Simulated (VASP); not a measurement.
Zn2Ga2O3, 7 atoms in the cell. It takes space group P-3m1 (No. 164, trigonal). Conventional cell: a = 2.980 Å, b = 2.980 Å, c = 13.776 Å, α = 90.00°, β = 90.00°, γ = 120.00°. Zn (site symmetry 3m) has 9 Zn at 2.89 to 2.98 Å as nearest neighbours. Ga (site symmetry 3m) has 3 O at 1.89 Å as nearest neighbours. O (site symmetry 3m) is surrounded by 3 Ga at 1.89 Å. O (site symmetry -3m) has 6 Ga at 2.23 Å as nearest neighbours. The cell was built by a generator and needn't be a form met in nature.

| Item | Value |
| --- | --- |
| Program | VASP 6.6.1 |
| Task | single point |
| Functional | PBEsol |
| Potentials or basis | VASP PAW PBE potentials, release 64 (Zn, Ga_d, O) |
| Cutoff | 520 eV |
| k mesh | 12 × 12 × 2 |
| Occupations | gaussian, width 0.1 eV |
| Spin | no spin polarisation |
| Further INCAR settings | ALGO = Normal; EDIFF = 1e-06 |

Potentials or basis: VASP PAW PBE potentials, release 64 (Zn, Ga_d, O).

Launch:

```sh
$ cat potpaw_PBE.64/Zn/POTCAR potpaw_PBE.64/Ga_d/POTCAR potpaw_PBE.64/O/POTCAR > POTCAR
$ mpirun -np 1 vasp_std > vasp.out
```

Hardware: 1 thread of Intel(R) Xeon(R) Platinum 8259CL CPU @ 2.50GHz (Skylake/Cascade Lake) (shared host).

Question: How long does it take, and how much memory?

Answer: Wall time 3.1 min on 1 thread of Intel(R) Xeon(R) Platinum 8259CL CPU @ 2.50GHz (Skylake/Cascade Lake), with other jobs on the host, peak memory 0.32 GiB. Counts: scf iterations 15, k points 38.
